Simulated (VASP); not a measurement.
## HfS2: relaxation of cell and atoms with PBE

The system is HfS2.

```
Hf S
1.0
     3.64286    0.00000    0.00000
    -1.82143    3.15481    0.00000
     0.00000    0.00000    6.68646
Hf S
1 2
Direct
  0.00000 0.00000 0.00000
  0.66667 0.33333 0.78386
  0.33333 0.66667 0.21614
```

The cell is a database's computed one.

| Property | Result |
| --- | --- |
| Program | VASP 6.6.1 |
| Task | relaxation of cell and atoms |
| Functional | PBE |
| Potentials or basis | VASP PAW PBE potentials, release 64 (Hf_pv, S) |
| Cutoff | 600 eV |
| k mesh | 9 × 9 × 5 |
| Occupations | gaussian, width 0.03 eV |
| Spin | no spin polarisation |
| Further INCAR settings | ALGO = Normal; EDIFF = 1e-07; IBRION = 2; EDIFFG = -0.005; NSW = 90; ISIF = 3 |

| Property | Result |
| --- | --- |
| Relaxed volume | 25.99 Å³/atom |
| Relaxed cell | a = 3.643 Å, b = 3.643 Å, c = 6.781 Å, α = 90.00°, β = 90.00°, γ = 120.00° |
| Space group after relaxing (to 0.05 Å) | P-3m1 (No. 164) |
| Energy gained by relaxing | 0.1 meV/atom |
| Ionic steps | 20 |
| Pressure after relaxing | 0.0 GPa |
| Band gap on the k mesh | 1.27 eV, indirect (least direct gap 2.08 eV) |

The path:
| step | energy change (eV) | largest force (eV/Å) | pressure (GPa) | volume (Å³) |
| --- | --- | --- | --- | --- |
| 1 | 0.0000 | 0.0080 | 0.03 | 76.84 |
| 2 | 0.0000 | 0.0111 | -0.01 | 76.90 |
| 3 | 0.0000 | 0.0123 | -0.03 | 76.92 |
| 4 | 0.0000 | 0.0085 | -0.02 | 76.93 |
| 5 | 0.0000 | 0.0022 | 0.00 | 76.95 |
| 6 | 0.0000 | 0.0012 | 0.01 | 76.94 |
| 7 | 0.0000 | 0.0023 | 0.05 | 76.94 |
| 8 | 0.0000 | 0.0011 | 0.05 | 76.95 |
| 9 | 0.0000 | 0.0021 | 0.04 | 76.97 |
| 10 | -0.0001 | 0.0086 | 0.01 | 77.01 |
| 11 | 0.0000 | 0.0216 | -0.03 | 77.11 |
| 12 | -0.0001 | 0.0122 | 0.00 | 77.04 |
| 13 | -0.0001 | 0.0123 | 0.00 | 77.06 |
| 14 | -0.0001 | 0.0125 | 0.00 | 77.12 |
| 15 | -0.0001 | 0.0129 | -0.01 | 77.24 |
| 16 | -0.0002 | 0.0132 | -0.02 | 77.48 |
| 17 | -0.0002 | 0.0135 | -0.04 | 77.95 |
| 18 | -0.0002 | 0.0136 | 0.10 | 77.96 |
| 19 | -0.0002 | 0.0063 | 0.00 | 77.95 |
| 20 | -0.0002 | 0.0013 | 0.02 | 77.96 |

Final structure:
```
Hf S
1.0
     3.64349    0.00000    0.00000
    -1.82175    3.15536    0.00000
     0.00000    0.00000    6.78080
Hf S
1 2
Direct
  0.00000 0.00000 0.00000
  0.66667 0.33333 0.78696
  0.33333 0.66667 0.21304
```

Levels at points of the mesh, in eV from the valence-band top:
```tsv
k point	band 8	band 9	band 10	band 11	band 12	band 13	band 14	band 15
(0.00, 0.00, 0.00)	-2.60	-0.46	0.00	0.00	2.08	2.08	2.71	5.28
```

It took 9.5 min on 1 thread of Intel(R) Xeon(R) Platinum 8488C (Sapphire Rapids), on a shared host, peak memory 0.27 GiB.

Caveat: spin-orbit coupling is left out, which moves the levels of the heavy elements; an odd mesh through Γ misses points on the zone boundary, where band edges often lie; this functional lacks dispersion, which binds the layers, so the pressure and a relaxed spacing across them are unreliable.
